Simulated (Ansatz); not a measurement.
**WS2: stress in a strained cell**

Aim: deform WS2 (equal xx and yy strain of -2 %) and compute stress, forces and field gradients with LAPW, PAW and all-electron datasets made for the crystal.

Computed with Ansatz 0.2.0 (DFT LDA, scalar-relativistic, unless a step's input says otherwise).

### Step 1. The starting structure

The structure is trigonal, space group R3m (No. 160). The conventional cell has a = 3.158 Å, b = 3.158 Å, c = 18.490 Å, α = 90.00°, β = 90.00°, γ = 120.00°. Around W (site symmetry 3m) lie 6 S at 2.39 to 2.42 Å. Around S (site symmetry 3m) lie 3 W at 2.39 Å. S (site symmetry 3m) has 3 W at 2.42 Å as nearest neighbours.

As a file:

```cif
data_structure
_symmetry_space_group_name_H-M 'P 1'
_symmetry_Int_Tables_number 1
_cell_length_a 6.4274
_cell_length_b 6.4274
_cell_length_c 6.4274
_cell_angle_alpha 28.443
_cell_angle_beta 28.443
_cell_angle_gamma 28.443
_cell_volume 53.23
loop_
_atom_site_label
_atom_site_type_symbol
_atom_site_fract_x
_atom_site_fract_y
_atom_site_fract_z
_atom_site_occupancy
W1 W 0.00000 0.00000 0.00000 1
S1 S 0.75030 0.75030 0.75030 1
S2 S 0.58100 0.58100 0.58100 1
```

Atoms are numbered in the order of the input: W1, S2, S3.

### Step 2. After the deformation

Space group R3m before, R3m after.

### Step 3. Full-potential LAPW

input.yaml reads:

```yaml
crystal:
  lattice:
    - [1.5474203766, 0.893403571, 6.16333]
    - [-1.5474203766, 0.893403571, 6.16333]
    - [0.0, -1.7868071419, 6.16333]
  atoms:
    - { symbol: W, position: [0.0, 0.0, 0.0] }
    - { symbol: S, position: [0.7503, 0.7503, 0.7503] }
    - { symbol: S, position: [0.581, 0.581, 0.581] }
kpoints:
  mp_grid: { grid: [13, 13, 13] }
  band_path:
    path:
      - [0.0, 0.0, 0.0]
      - [0.5, 0.5, 0.5]
      - [0.8193254258, 0.1806745742, 0.5]
      - [0.5, -0.1806745742, 0.1806745742]
      - [0.5, 0.0, 0.0]
      - [0.0, 0.0, 0.0]
      - [0.3403372871, -0.3403372871, 0.0]
      - [0.6596627129, 0.0, 0.3403372871]
      - [0.5, 0.0, 0.5]
    npoints: 5
scf:
  occupations: { method: fermi_dirac, width: 0.08 }
hamiltonian:
  xc: lda
  pseudopotentials: { kind: all_electron, lapw: { basis_error: 0.0005 } }
output:
  forces: true
  stress: true
  eigenvalues: true
```

Command:

```bash
$ ansatz run input.yaml --threads 1 --pin off --max-ram 6144MiB --backend cpu --events-out ev --progress --plain --runs-dir out
```

### Step 4. PAW on the default files

input.yaml reads:

```yaml
crystal:
  lattice:
    - [1.5474203766, 0.893403571, 6.16333]
    - [-1.5474203766, 0.893403571, 6.16333]
    - [0.0, -1.7868071419, 6.16333]
  atoms:
    - { symbol: W, position: [0.0, 0.0, 0.0] }
    - { symbol: S, position: [0.7503, 0.7503, 0.7503] }
    - { symbol: S, position: [0.581, 0.581, 0.581] }
kpoints:
  mp_grid: { grid: [13, 13, 13] }
scf:
  occupations: { method: fermi_dirac, width: 0.08 }
hamiltonian:
  xc: lda
  pseudopotentials: { kind: paw }
output:
  forces: true
  stress: true
  eigenvalues: true
  efg: { contact_densities: true }
```

### Step 5. Datasets made for this crystal

input.yaml, as its differences from that of step 4:

```diff
@@ -15,3 +15,3 @@
   xc: lda
-  pseudopotentials: { kind: paw }
+  pseudopotentials: { kind: all_electron, datasets: crystal }
 output:
```

(Steps that only read results are left out.)

**Question.** What will these runs give? Wanted: pressure; largest shear or deviatoric stress.

As calculated:

| quantity | value |
| --- | --- |
| pressure | LAPW 3.30, PAW 3.28, crystal datasets 3.30 GPa |
| largest shear or deviatoric stress (LAPW) | 1.86 GPa |

In words: The largest part of the stress beyond the pressure is 1.86 GPa in size, in the zz component; the atoms are carried along and not relaxed. No run of the undeformed cell stands beside it, so the pressure holds what the given cell had before the change. PAW: stress within 0.03 GPa of LAPW, forces within 1 meV/Å. Crystal datasets: stress within 0.01 GPa of LAPW, forces within 1 meV/Å. Spin-orbit coupling is left out, though the cell holds W; in elements this heavy it can shift bands and gaps by tenths of an eV.
